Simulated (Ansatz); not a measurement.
## Al2O3 in Ansatz: the effect of functional

Crystal: Al2O3.

```
Al O
1.0
     2.88432    0.00000    0.00000
    -1.44216    2.49790    0.00000
     0.00000    0.00000    9.33675
Al O
2 3
Cartesian
  0.0000 0.0000 7.9363
  0.0000 0.0000 1.4004
  0.0000 1.6653 7.2610
  1.4422 0.8326 0.0000
  0.0000 1.6653 2.0757
```

Measurements of this composition are mostly on another form, of space group No. 167.

Alike in all runs:

| Item | Value |
| --- | --- |
| Program | Ansatz 0.2.0 |
| Task | projected density of states |
| Potentials or basis | Ansatz PAW |
| k mesh | 11 × 11 × 3 |
| Occupations | fermi-dirac, width 0.05 eV |
| Spin | no spin polarisation |

```tsv
functional	cutoff	gap on the mesh (eV)	pressure (GPa)	largest force (eV/Å)
LDA	420 eV (not typed: the program's choice for these potentials)	?	?	?
PBEsol	420 eV (not typed: the program's choice for these potentials)	4.75	-2.9	0.13
r2SCAN	500 eV (not typed: the program's choice for these potentials)	5.63	-4.5	0.39
```

Task: What does the run with functional LDA give?

Result: gap on the mesh 4.76 eV; pressure -7.0 GPa; largest force 0.53 eV/Å.

Caveats: odd divisions of the mesh miss points on the zone boundary, where band edges often lie, so the gap on the mesh can be too wide; the PAW data sets come from PBE, with cores solved anew for the run's functional, which leaves a small shift of forces and pressure; the density of states is complete only up to the lowest level of the last band computed.

A k mesh can miss the band edges.
